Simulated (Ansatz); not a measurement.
## Every step of a relaxation of Br (hcp type)

DFT, PBE, PAW with Ansatz's default frozen-core files, scalar-relativistic (Ansatz 0.2.0); a Γ-centred 14×14×8 k mesh, Fermi–Dirac smearing of 0.05 eV, no spin polarisation. The run relaxes shape and atoms at held volume.

Command: `ansatz run input.yaml --threads 1 --pin off --max-ram 2048MiB --backend cpu --events-out ev --progress --plain --runs-dir out` It took 19 s on 1 thread of Arm Neoverse V1, on a shared host, peak memory 0.32 GiB.

PAW: frozen-core files, cutoff 420 eV; forces are relaxed below 0.005 eV/Å.

Each step lists its free energy a cell above the last geometry, the pressure, the cell vectors (Å), and Cartesian positions (Å) with forces (eV/Å).

The first step:

```
step 1  dF = 567.94 meV  P = 52.2 GPa
  cell 3.3117 0.0000 0.0000  -1.6558 2.8680 0.0000  0.0000 0.0000 3.6267
  Br 0.0000 1.9120 0.9067   0.0000 0.0000 0.0000
  Br 1.6558 0.9560 2.7200   0.0000 0.0000 0.0000
```

The structure type is held throughout; the real material can change phase at far lower pressure.

The symmetry of the start is kept and no stability test is made, so the end need not be the stable phase.

Where does the relaxation end, and by which steps?

After 6 geometries, with conventional a, b, c = 3.047, 3.047, 4.285 Å, at 17.223 Å³/atom and 39.4 GPa in space group P6_3/mmc, with a shortest distance of 2.772 Å. The further steps:
```
step 2  dF = 297.72 meV  P = 48.1 GPa
  cell 3.2329 0.0000 0.0000  -1.6165 2.7998 0.0000  0.0000 0.0000 3.8056
  Br 0.0000 1.8665 0.9514   0.0000 0.0000 0.0000
  Br 1.6165 0.9333 2.8542   0.0000 0.0000 0.0000
step 3  dF = 107.84 meV  P = 44.1 GPa
  cell 3.1579 0.0000 0.0000  -1.5789 2.7348 0.0000  0.0000 0.0000 3.9887
  Br 0.0000 1.8232 0.9972   0.0000 0.0000 0.0000
  Br 1.5789 0.9116 2.9915   0.0000 0.0000 0.0000
step 4  dF = 14.06 meV  P = 40.8 GPa
  cell 3.0864 0.0000 0.0000  -1.5432 2.6729 0.0000  0.0000 0.0000 4.1756
  Br 0.0000 1.7819 1.0439   0.0000 0.0000 0.0000
  Br 1.5432 0.8910 3.1317   0.0000 0.0000 0.0000
step 5  dF = 0.18 meV  P = 39.4 GPa
  cell 3.0511 0.0000 0.0000  -1.5256 2.6424 0.0000  0.0000 0.0000 4.2726
  Br 0.0000 1.7616 1.0681   0.0000 0.0000 0.0000
  Br 1.5256 0.8808 3.2044   0.0000 0.0000 0.0000
step 6  dF = 0.00 meV  P = 39.2 GPa
  cell 3.0468 0.0000 0.0000  -1.5234 2.6386 0.0000  0.0000 0.0000 4.2848
  Br 0.0000 1.7591 1.0712   0.0000 0.0000 0.0000
  Br 1.5234 0.8795 3.2136   0.0000 0.0000 0.0000
step 7  dF = -3.11 meV  P = 39.4 GPa  (same geometry on a basis chosen anew; earlier energies don't compare to the last digit)
  cell 3.0468 0.0000 0.0000  -1.5234 2.6386 0.0000  0.0000 0.0000 4.2848
  Br 0.0000 1.7591 1.0712   0.0000 0.0000 0.0000
  Br 1.5234 0.8795 3.2136   0.0000 0.0000 0.0000
```
